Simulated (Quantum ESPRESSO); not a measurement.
As under changes of volume

One of the cells (21.530 Å³/atom); the others are scaled copies at fixed shape and fractional positions:

```
As
1.0
     1.88080    1.08588    3.51406
    -1.88080    1.08588    3.51406
     0.00000   -2.17176    3.51406
As
2
Cartesian
  0.0000 0.0000 2.3825
  0.0000 0.0000 8.1597
```

* Program: Quantum ESPRESSO 7.5
* Functional: r2SCAN
* Potentials or basis: SG15 PBE 1.2
* Cutoff: 952 eV
* Density cutoff: 3810 eV
* k mesh: 7 × 7 × 7
* Occupations: fermi-dirac, width 0.05 eV
* Spin: no spin polarisation

```csv
volume (Å³/atom),energy over the lowest point (meV/atom),pressure (GPa),largest force (eV/Å)
20.239,?,?,?
20.669,39.70,7.4,0.623
21.100,22.51,5.4,0.472
21.530,10.49,3.6,0.330
21.961,3.14,1.9,0.197
22.392,0.00,0.4,0.072
22.822,0.68,-0.9,0.046
```

**Question.** What does the run at 20.239 Å³/atom give?

**Answer.** Energy over the lowest point 62.60 meV/atom; pressure 9.7 GPa; largest force 0.784 eV/Å.

Worked out: A Birch-Murnaghan fit of order 3 (a polynomial in V^(-2/3)) to the other rows has its minimum at 22.52 Å³/atom with B0 = V·E''(V) = 72 GPa and B' = 4.2 at fixed shape and positions, which overstates the stiffness. It gives 62.57 meV/atom at 20.239 Å³/atom, against the run's 62.60, and -dE/dV = 9.7 GPa, against 9.7.

Energies are extrapolated to zero smearing.

Caveats: the potentials were made for another functional, which shifts forces and pressure.
